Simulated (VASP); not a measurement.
Runs of VASP 6.6.1 on Pd. The structure is cubic, space group Fm-3m (No. 225). The conventional cell has a = 3.893 Å, b = 3.893 Å, c = 3.893 Å, α = 90.00°, β = 90.00°, γ = 90.00°. Pd (site symmetry m-3m) is surrounded by 12 Pd at 2.75 Å. 

| task | level | potentials or basis | cell | k mesh | cutoff (eV) | smearing | ladder | gap on the mesh (eV) | pressure (GPa) | relaxed volume (Å³/atom) |
| --- | --- | --- | --- | --- | --- | --- | --- | --- | --- | --- |
| single point | PBE | VASP PAW PBE potentials, release 64 (Pd) | as given | 12 × 12 × 12 | 520 | fermi-dirac 0.05 eV | - | none | 6.6 | - |
| band structure | PBE | VASP PAW PBE potentials, release 64 (Pd) | as given | 12 × 12 × 12 | 500 | fermi-dirac 0.05 eV | - | - | 6.6 | - |
| single point | PBE | VASP PAW PBE potentials, release 64 (Pd) | as given | 12 × 12 × 12 | 520 | gaussian 0.027 eV | - | none | 6.5 | - |
| relaxation of cell and atoms | PBE+D3(BJ) | VASP PAW PBE potentials, release 64 (Pd) | relaxed | 10 × 10 × 10 | 600 | fermi-dirac 0.05 eV | gaps | none | 0.0 | 14.68 |
| single point | RPBE | VASP PAW PBE potentials, release 64 (Pd) | as given | 12 × 12 × 12 | 520 | gaussian 0.1 eV | - | none | 11.4 | - |
| relaxation of cell and atoms | PBEsol | VASP PAW PBE potentials, release 64 (Pd) | relaxed | 10 × 10 × 10 | 600 | fermi-dirac 0.05 eV | gaps | none | 0.0 | (a) |

Alike in all rows: no spin polarisation.

Problem. Fill in the values left out.

Solution. (a) 14.52.

Caveats: the PAW data sets were made with another functional, which shifts forces and pressure a little (some runs); pairwise dispersion overbinds metals, which lowers pressure and volume (some runs).

A k mesh can miss the band edges, and the runs leave out spin-orbit coupling on Pd.

A gap of «none» marks a metal or a gap under the smearing width.

Not every run made on this cell is shown here.
